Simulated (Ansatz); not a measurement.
The system is Cs2AgBiBr6.

```
Bi Cs Ag Br
1.0
     0.00000    5.61610    5.61610
     5.61610    0.00000    5.61610
     5.61610    5.61610    0.00000
Bi Cs Ag Br
1 2 1 6
Direct
  0.00000 0.00000 0.00000
  0.75000 0.75000 0.75000
  0.25000 0.25000 0.25000
  0.50000 0.50000 0.50000
  0.74945 0.74945 0.25055
  0.25055 0.25055 0.74945
  0.74945 0.25055 0.25055
  0.74945 0.25055 0.74945
  0.25055 0.74945 0.74945
  0.25055 0.74945 0.25055
```

Program: Ansatz 0.2.0. Alike in all runs: task band structure; potentials or basis Ansatz PAW; no spin polarisation; cell as given; k mesh 4 × 4 × 4; cutoff (eV) 420; smearing fermi-dirac 0.05 eV.

Order these runs on this cell by their band gap on the k mesh, lowest first.
A. level LDA
B. level LDA+U; U Ag d U = 2 eV; hubbard projectors ortho-atomic (the default); double counting fll (the default)
C. level LDA+U; U Ag d U = 6 eV; hubbard projectors ortho-atomic (the default); double counting fll (the default)

A (1.10 eV), B (1.27 eV), C (1.48 eV).

Caveats: spin-orbit coupling is left out, which as a rule narrows the gap of such compounds by several tenths of an eV.

Runs at the PBE level aren't shown here.
